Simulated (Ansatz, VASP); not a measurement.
## One calculation of InP, two programs

Contents of INCAR:

```
PREC = Accurate
ENCUT = 520
EDIFF = 1E-6
ISMEAR = -1
SIGMA = 0.05
LREAL = F
LASPH = T
NELM = 100
ALGO = Normal
ISIF = 2
LWAVE = F
LCHARG = T
GGA = CA
LELF = T
LVHAR = T
NBANDS = 16
```

KPOINTS

```
Automatic mesh
0
Gamma
  8 8 8
```

Contents of POSCAR:

```
InP
1.0
    0.0000000000      2.8231386496      2.8231386496
    2.8231386496      0.0000000000      2.8231386496
    2.8231386496      2.8231386496      0.0000000000
In P
1 1
Direct
    0.0000000000      0.0000000000      0.0000000000
    0.5000000000      0.5000000000      0.5000000000
```

File input.yaml:

```yaml
crystal:
  lattice:
    - [0.0, 2.8231386496, 2.8231386496]
    - [2.8231386496, 0.0, 2.8231386496]
    - [2.8231386496, 2.8231386496, 0.0]
  atoms:
    - { symbol: In, position: [0.0, 0.0, 0.0] }
    - { symbol: P, position: [0.5, 0.5, 0.5] }
kpoints:
  mp_grid: { grid: [8, 8, 8] }
scf:
  occupations: { method: fermi_dirac, width: 0.05 }
hamiltonian:
  xc: lda
  pseudopotentials: { kind: all_electron, lapw: { basis_error: 0.001 } }
output:
  forces: true
  stress: true
  eigenvalues: true
```

Change from the starting cell: volume scaled by 1.06.

Alike in both runs: task single point; functional LDA; k mesh 8 × 8 × 8; occupations fermi-dirac, width 0.05 eV; no spin polarisation.

|  | VASP | Ansatz |
| --- | --- | --- |
| version | VASP 6.6.1 | Ansatz 0.2.0 |
| potentials or method | VASP PAW LDA potentials, release 64 (In_d, P) | all-electron LAPW, scalar-relativistic |
| plane-wave cutoff (eV) | 520 | see its input |

```csv
,VASP,Ansatz,Ansatz less VASP
gap on the k mesh at the Fermi level (eV),none,none,-
pressure (GPa),-8.2,-8.2,+0.01
```

A gap of «none» marks a metal or a gap that the smearing closes. Ansatz ran all-electron here, so the differences hold the error of VASP's frozen core and of both bases.
